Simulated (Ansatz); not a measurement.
# Au (Fm-3m) in Ansatz: further runs

The runs below take Au through single point, equation of state, with r2SCAN+rVV10.

Everything below comes from runs of Ansatz 0.2.0. Logs are shortened: lines on timing, memory, paths and dates and some standing lists are left out, and cuts for length are marked.

**Experimental background.**

“Exploring toroidal anvil profiles for larger sample volumes above 4 Mbar”, 2024, pmc:11102561 quotes, for a bulk crystal of Au: bulk modulus 167 GPa.

The results are compared with them further down.

## Step 1: Starting point

It takes space group Fm-3m (No. 225, cubic). The conventional cell has a = 4.070 Å, b = 4.070 Å, c = 4.070 Å, α = 90.00°, β = 90.00°, γ = 90.00°. Au (site symmetry m-3m) has 12 Au at 2.88 Å as nearest neighbours.

## Step 2: Single point, r2SCAN+rVV10, 15.84 Å³/atom (volume scaled by 0.94)

File input.yaml:

```yaml
crystal:
  lattice:
    - [0.0, 1.9934577312, 1.9934577312]
    - [1.9934577312, 0.0, 1.9934577312]
    - [1.9934577312, 1.9934577312, 0.0]
  atoms:
    - { symbol: Au, position: [0.0, 0.0, 0.0] }
hamiltonian:
  xc: r2scan
  pseudopotentials: { kind: paw }
  dispersion: rvv10
kpoints:
  mp_grid: { grid: [11, 11, 11] }
scf:
  occupations: { method: fermi_dirac, width: 0.05 }
output:
  forces: true
  stress: true
  eigenvalues: true
```

Potentials or basis: Ansatz PAW.

Started as:

```console
> ansatz run input.yaml --threads 2 --pin off --max-ram 5120MiB --backend cpu --events-out ev --progress --plain --runs-dir out
```

Log:

```text
Warning: RAYON_NUM_THREADS=2 ignored (pool sized by the plan → 2); use --threads N
Engine: ansatz 0.2.0, x86_64-unknown-linux-gnu
Pseudopotentials: kind: paw
Pseudopotential: Au, paw, valence charge 19, recommended cutoff 500 eV (meta_gga), Au.paw.azcp
Functional definition: r2SCAN+rVV10
  parameter k0 = 0.174
  parameter k1 = 0.065
  parameter a1 = 4.9479
  exchange = r2scan_x(k0 = k0, k1 = k1, a1 = a1)
  correlation = r2scan_c + rvv10(11.95, 0.0093)
Crystal: 1 atoms, lattice volume = 15.843 Å³
Basis set: ecut = 500 eV, 411 PW (Γ), exchange–correlation on 96×96×96 points (64 copies of the dense FFT grid, shifted against one another)
Bands: 14, of which v1, the nominal top of the filled ones, is band 10 counted from 1 (9 counted from 0)
Symmetry: 48 space group operations
Space group: Fm-3m (ITA 225), of the structure as read, at distance tolerance 2.5e-5 Å
k-points: 56 of 1331
Non-local potential: Au, projectors of the file, l = 0: 3, l = 1: 2, l = 2: 2, l = 3: 1
PAW form: soft (Blöchl's): semilocal exchange-correlation on the pseudo side does not see the compensation charge
rVV10 density: all electrons in the spheres
PAW frozen core: Au, regenerated for the run's functional (the file was generated under x = pbe(κ = 0.804, μ = 0.2195149727645171), c = pbe(β = 0.06672455060314922))
PAW one-centre angular grid: Au, 590 points (default); XC on 160 Gauss nodes
Initial density: superposition of atomic densities (neutral atoms: chi_scale 0, normalization atom), corrected by the library's trained network
Initial wavefunctions: pseudopotential atomic-orbital guess
Functional: x = r2scan, c = r2scan + rvv10(b = 11.95, C = 0.0093); τ floored in thin density (d = 2e-4 eV/Å³)
SCF iter   1: F=—  HF=-13160.411924 eV  |F-HF|=—  |Δ(HF+E_count)|=         —  Δρ=1.28e-2  dr2=2.36e-2  dr2_τ=3.71e-3  ethr=1.77e-3  ⟨swp⟩=5.0  Hψ=4076  notcnv=0
preconditioner: auto → none  [insulator: Δε(μ)=0.235 eV  Ē_g=17.700 eV  σ=0.050 eV  W_gap=0.81  n_scr=8 (ndim 8)  ℏωp=30.9 eV  f_vac=0.000  D(μ)=0.16/eV (n_scr^D=0)  ε∞_Penn≈4.1]
SCF iter   2: F=—  HF=-13160.413559 eV  |F-HF|=—  |Δ(HF+E_count)|=   1.64e-3  Δρ=4.76e-3  dr2=1.34e-3  dr2_τ=1.52e-3  ethr=1.24e-4  ⟨swp⟩=2.4  Hψ=1702  notcnv=0  defer=15
SCF iter   3: F=—  HF=-13160.414907 eV  |F-HF|=—  |Δ(HF+E_count)|=   1.35e-3  Δρ=2.21e-3  dr2=2.48e-4  dr2_τ=1.15e-4  ethr=7.07e-6  ⟨swp⟩=2.9  Hψ=1332  notcnv=0  defer=15
SCF iter   4: F=—  HF=-13160.415633 eV  |F-HF|=—  |Δ(HF+E_count)|=   7.26e-4  Δρ=1.80e-4  dr2=2.18e-6  dr2_τ=9.33e-7  ethr=1.31e-6  ⟨swp⟩=2.7  Hψ=1294  notcnv=0  defer=15
SCF iter   5: F=—  HF=-13160.415650 eV  |F-HF|=—  |Δ(HF+E_count)|=   1.77e-5  Δρ=3.98e-5  dr2=1.30e-7  dr2_τ=3.29e-8  ethr=1.15e-8  ⟨swp⟩=2.0  Hψ=1128  notcnv=0  defer=15
SCF iter   6: F=-13160.415651 eV  HF=-13160.415651 eV  |F-HF|=6.93e-10  |Δ(HF+E_count)|=   2.52e-7  Δρ=2.95e-6  dr2=1.01e-9  dr2_τ=1.03e-10  ethr=5.26e-10  ⟨swp⟩=5.8  Hψ=3446  notcnv=0
SCF 1 converged in 6 iterations: F = -13160.415651 eV  dr2 = 1.01e-9
SCF converged after 6 iterations
Free energy (F): -13160.415651 eV
Harris-Foulkes:  -13160.415651 eV  (|F-HF|=6.93e-10)
Internal energy: -13160.414151 eV  (E = F + TS)
E sigma→0 (E₀):  -13160.414901 eV
Entropy (-TS):   -0.001500 eV (-1.500 meV/atom)
Fermi energy:    22.580570 eV
--- Per-component energies (eV) ---
  E_band       = -193.123845
  E_kinetic    = 607.474899
  E_local      = -1600.094111  (includes V_loc(G=0)·N_el)
  E_nonlocal   = 75.588723
  E_hartree    = 693.020653
  E_xc         = -216.145003
  E_vxc        = -308.027478  (∫ρ·V_xc dr)
  E_paw        = -9731.136253  (= ΣΔE_a)
  E_vpaw       = -375.085514  (= ΣTr[D̂ρ^β])
  E_aug_tail   = 0.000542  (compensation charges beyond the density's cutoff)
  E_vtau       = 20.978846  (kinetic-family band-sum trace: ∫τ·v_τ [+ j·A + Jᵃ·Aᵃ] dr)
  E_ewald      = -2988.947276
  E_core_change = -0.176324  (= ΣΔE_core)
  E_smearing   = -0.001500  (= −TS)
  E_closure    = -0.000000  (closes the sum)
  Σ components = -13160.415651   (vs F -13160.415651, Δ=0.00e0)
--- Forces (eV/Å), atoms counted from 1 ---
  atom   1  Au    -0.00000000     0.00000000     0.00000000
  max |Σ_I F_I| component: 4.11e-32 eV/Å
--- Stress (GPa, compression-positive) ---
       17.877726      -0.000000      -0.000000
        0.000000      17.877726       0.000000
       -0.000000       0.000000      17.877726
  P = ⅓ Tr σ = 17.8777 GPa (178.777 kbar)
--- Band table (eV; the first three rows and the last of 56) ---
  k-point 0: bands = ["-85.3590", "-36.0922", "-36.0922", "-36.0922", "11.6206", "17.1777", "17.1777", "17.1777", "18.9273", "18.9273", "37.5353", "42.0987", "42.0987", "42.0987"]
  k-point 1: bands = ["-85.3575", "-36.1176", "-36.0960", "-36.0960", "11.9393", "17.0725", "17.2878", "17.2878", "18.8793", "18.8793", "37.9267", "40.4882", "42.5112", "42.5112"]
  k-point 2: bands = ["-85.3534", "-36.1852", "-36.1061", "-36.1061", "12.8028", "16.9082", "17.4845", "17.4845", "18.8836", "18.8836", "37.3363", "38.8769", "43.5773", "43.5773"]
  k-point 55: bands = ["-85.3337", "-36.3120", "-36.2950", "-36.2076", "15.7092", "16.3150", "16.9789", "18.7973", "20.6242", "27.3492", "29.0381", "30.1724", "33.6187", "45.1767"]
```

It took 0.92 s on 2 threads of Intel Xeon 6975P-C (Granite Rapids), shared host; peak memory 0.41 GiB.

Results:

```
Free energy            : -13160.4157 eV
Pressure               : 17.9 GPa
Band gap on the k mesh : none (metal or under the smearing width)
```

Caveat: pairwise dispersion overbinds metals, which lowers pressure and volume; the PAW data sets come from PBE, with cores solved anew for the run's functional, which leaves a small shift of forces and pressure.

## Step 3: Single point, r2SCAN+rVV10, 16.18 Å³/atom (volume scaled by 0.96)

Edit input.yaml of step 2 so:

```diff
@@ -2,5 +2,5 @@
   lattice:
-    - [0.0, 1.9934577312, 1.9934577312]
-    - [1.9934577312, 0.0, 1.9934577312]
-    - [1.9934577312, 1.9934577312, 0.0]
+    - [0.0, 2.0074966285, 2.0074966285]
+    - [2.0074966285, 0.0, 2.0074966285]
+    - [2.0074966285, 2.0074966285, 0.0]
   atoms:
```

Potentials or basis: Ansatz PAW.

Started as:

```console
> ansatz run input.yaml --threads 2 --pin off --max-ram 5120MiB --backend cpu --events-out ev --progress --plain --runs-dir out
```

Wall time 0.94 s (2 threads of Intel Xeon 6975P-C (Granite Rapids), shared host); peak memory 0.41 GiB.

It converged, with:

```yaml
Free_energy: -13160.4476 eV
Pressure: 12.6 GPa
Band_gap_on_the_k_mesh: none (metal or under the smearing width)
```

Caveat: pairwise dispersion overbinds metals, which lowers pressure and volume; the PAW data sets come from PBE, with cores solved anew for the run's functional, which leaves a small shift of forces and pressure.

## Step 4: Single point, r2SCAN+rVV10, 16.52 Å³/atom (volume scaled by 0.98)

Edit input.yaml of step 3 so:

```diff
@@ -2,5 +2,5 @@
   lattice:
-    - [0.0, 2.0074966285, 2.0074966285]
-    - [2.0074966285, 0.0, 2.0074966285]
-    - [2.0074966285, 2.0074966285, 0.0]
+    - [0.0, 2.0213418704, 2.0213418704]
+    - [2.0213418704, 0.0, 2.0213418704]
+    - [2.0213418704, 2.0213418704, 0.0]
   atoms:
```

Started as:

```console
> ansatz run input.yaml --threads 2 --pin off --max-ram 5120MiB --backend cpu --events-out ev --progress --plain --runs-dir out
```

It took 0.95 s on 2 threads of Intel Xeon 6975P-C (Granite Rapids), shared host; peak memory 0.42 GiB.

Results (log left out):

```
Free energy            : -13160.4691 eV
Pressure               : 7.9 GPa
Band gap on the k mesh : none (metal or under the smearing width)
```

Caveat: pairwise dispersion overbinds metals, which lowers pressure and volume; the PAW data sets come from PBE, with cores solved anew for the run's functional, which leaves a small shift of forces and pressure.

## Step 5: Single point, r2SCAN+rVV10, 16.85 Å³/atom

Edit input.yaml of step 4 so:

```diff
@@ -2,5 +2,5 @@
   lattice:
-    - [0.0, 2.0213418704, 2.0213418704]
-    - [2.0213418704, 0.0, 2.0213418704]
-    - [2.0213418704, 2.0213418704, 0.0]
+    - [0.0, 2.035, 2.035]
+    - [2.035, 0.0, 2.035]
+    - [2.035, 2.035, 0.0]
   atoms:
```

Started as:

```console
> ansatz run input.yaml --threads 2 --pin off --max-ram 5120MiB --backend cpu --events-out ev --progress --plain --runs-dir out
```

It took 0.92 s on 2 threads of Intel Xeon 6975P-C (Granite Rapids), shared host; peak memory 0.41 GiB.

The run converged. Its results:

* Free energy: -13160.4814 eV
* Pressure: 3.9 GPa
* Band gap on the k mesh: none (metal or under the smearing width)

Caveat: pairwise dispersion overbinds metals, which lowers pressure and volume; the PAW data sets come from PBE, with cores solved anew for the run's functional, which leaves a small shift of forces and pressure.

## Step 6: Single point, r2SCAN+rVV10, 17.19 Å³/atom (volume scaled by 1.02)

Edit input.yaml of step 5 so:

```diff
@@ -2,5 +2,5 @@
   lattice:
-    - [0.0, 2.035, 2.035]
-    - [2.035, 0.0, 2.035]
-    - [2.035, 2.035, 0.0]
+    - [0.0, 2.048477214, 2.048477214]
+    - [2.048477214, 0.0, 2.048477214]
+    - [2.048477214, 2.048477214, 0.0]
   atoms:
@@ -19 +19,5 @@
   eigenvalues: true
+  write_density: true
+  write_potential: true
+  elf: true
+  volumetric_format: npy
```

Potentials or basis: Ansatz PAW.

Started as:

```console
> ansatz run input.yaml --threads 2 --pin off --max-ram 5120MiB --backend cpu --events-out ev --progress --plain --runs-dir out
```

Wall time 1.1 s (2 threads of Intel Xeon 6975P-C (Granite Rapids), shared host); peak memory 0.41 GiB.

It converged, with:

* Free energy: -13160.4857 eV
* Pressure: 0.3 GPa
* Band gap on the k mesh: none (metal or under the smearing width)

Caveat: pairwise dispersion overbinds metals, which lowers pressure and volume; the PAW data sets come from PBE, with cores solved anew for the run's functional, which leaves a small shift of forces and pressure.

## Step 7: Single point, r2SCAN+rVV10, 17.53 Å³/atom (volume scaled by 1.04)

File input.yaml:

```yaml
crystal:
  lattice:
    - [0.0, 2.0617793868, 2.0617793868]
    - [2.0617793868, 0.0, 2.0617793868]
    - [2.0617793868, 2.0617793868, 0.0]
  atoms:
    - { symbol: Au, position: [0.0, 0.0, 0.0] }
hamiltonian:
  xc: r2scan
  pseudopotentials: { kind: paw }
  dispersion: rvv10
kpoints:
  mp_grid: { grid: [11, 11, 11] }
scf:
  occupations: { method: fermi_dirac, width: 0.05 }
output:
  forces: true
  stress: true
  eigenvalues: true
```

Started as:

```console
> ansatz run input.yaml --threads 2 --pin off --max-ram 5120MiB --backend cpu --events-out ev --progress --plain --runs-dir out
```

Run time: 0.97 s. Hardware: 2 threads of Intel Xeon 6975P-C (Granite Rapids), shared host; peak memory 0.41 GiB.

The run converged. Its results:

- Free energy: -13160.4830 eV
- Pressure: -2.8 GPa
- Band gap on the k mesh: none (metal or under the smearing width)

Caveat: pairwise dispersion overbinds metals, which lowers pressure and volume; the PAW data sets come from PBE, with cores solved anew for the run's functional, which leaves a small shift of forces and pressure.

## Step 8: Single point, r2SCAN+rVV10, 17.87 Å³/atom (volume scaled by 1.06)

Edit input.yaml of step 7 so:

```diff
@@ -2,5 +2,5 @@
   lattice:
-    - [0.0, 2.0617793868, 2.0617793868]
-    - [2.0617793868, 0.0, 2.0617793868]
-    - [2.0617793868, 2.0617793868, 0.0]
+    - [0.0, 2.0749120936, 2.0749120936]
+    - [2.0749120936, 0.0, 2.0749120936]
+    - [2.0749120936, 2.0749120936, 0.0]
   atoms:
```

Started as:

```console
> ansatz run input.yaml --threads 2 --pin off --max-ram 5120MiB --backend cpu --events-out ev --progress --plain --runs-dir out
```

Run time: 0.93 s. Hardware: 2 threads of Intel Xeon 6975P-C (Granite Rapids), shared host; peak memory 0.41 GiB.

It converged, with:

- Free energy: -13160.4741 eV
- Pressure: -5.6 GPa
- Band gap on the k mesh: none (metal or under the smearing width)

Caveat: pairwise dispersion overbinds metals, which lowers pressure and volume; the PAW data sets come from PBE, with cores solved anew for the run's functional, which leaves a small shift of forces and pressure.

## Step 9: Equation of state, r2SCAN+rVV10

Potentials or basis: Ansatz PAW.

No new run: the results of the series are fitted here.

Results:

| Quantity | Value |
| --- | --- |
| Equilibrium volume | 17.22 Å³/atom |
| Bulk modulus | 169 GPa |
| Pressure derivative of the bulk modulus | 5.8 |

Energy against volume, from the lowest point:
```csv
volume (Å³/atom),energy (meV/atom)
15.843,70.05
16.181,38.12
16.518,16.63
16.855,4.29
17.192,0.00
17.529,2.73
17.866,11.63
```

Caveat: the PAW data sets were made with another functional, which shifts forces and pressure a little. The run has no spin-orbit coupling, so splittings on Au are missing.

## Step 10: Against experiment

Step 9. Against the measured bulk modulus of Au, 167 GPa (quoted in “Exploring toroidal anvil profiles for larger sample volumes above 4 Mbar”, 2024, pmc:11102561), the calculated 169 GPa is off by +1.0 %. The fit is for a static lattice scaled at fixed shape and fixed fractional positions.
